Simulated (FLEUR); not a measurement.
MnS under changes of volume

One of the cells (17.667 Å³/atom); the others are scaled copies at fixed shape and fractional positions:

```
CELL_PARAMETERS angstrom
0.00000 2.60450 2.60450
2.60450 0.00000 2.60450
2.60450 2.60450 0.00000
ATOMIC_POSITIONS crystal
Mn 0.00000 0.00000 0.00000
S 0.50000 0.50000 0.50000
```

```yaml
Program: FLEUR MaX-R8.1 (later development tree)
Functional: r2SCAN
Potentials_or_basis: all-electron
Basis: FLAPW
Kmax: 4.73 1/bohr
k_mesh: 9 × 9 × 9
Occupations: fermi-dirac, width 0.05 eV
Spin: collinear spin, ferromagnetic start
Starting_moments: "[4.0, 0.0] μB"
```

| volume (Å³/atom) | energy over the lowest point (meV/atom) | moment (μB per cell) |
| --- | --- | --- |
| 16.607 | 18.20 | 4.88 |
| 16.961 | 9.38 | 4.91 |
| 17.667 | 0.00 | 4.98 |
| 18.374 | ? | ? |
| 18.727 | 11.98 | 5.00 |

**Question.** What does the run at 18.374 Å³/atom give?

**Answer.** Energy over the lowest point 4.84 meV/atom; moment 4.99 μB per cell.

Worked out: A Birch-Murnaghan fit of order 2 (a polynomial in V^(-2/3)) to the other rows has its minimum at 17.74 Å³/atom with B0 = V·E''(V) = 73 GPa. It gives 5.30 meV/atom at 18.374 Å³/atom, against the run's 4.84. A parabola through the other rows of the moment, of slope 0.0118 μB per Å³/atom there, gives 5.00 μB, against the run's 4.99.

Energies are extrapolated to zero smearing.

Caveats: the meta-GGA is that of a development version, with a GGA for the radial functions and cores and without core tails; a cell with one magnetic atom can't hold antiferromagnetic order, which such compounds often take.
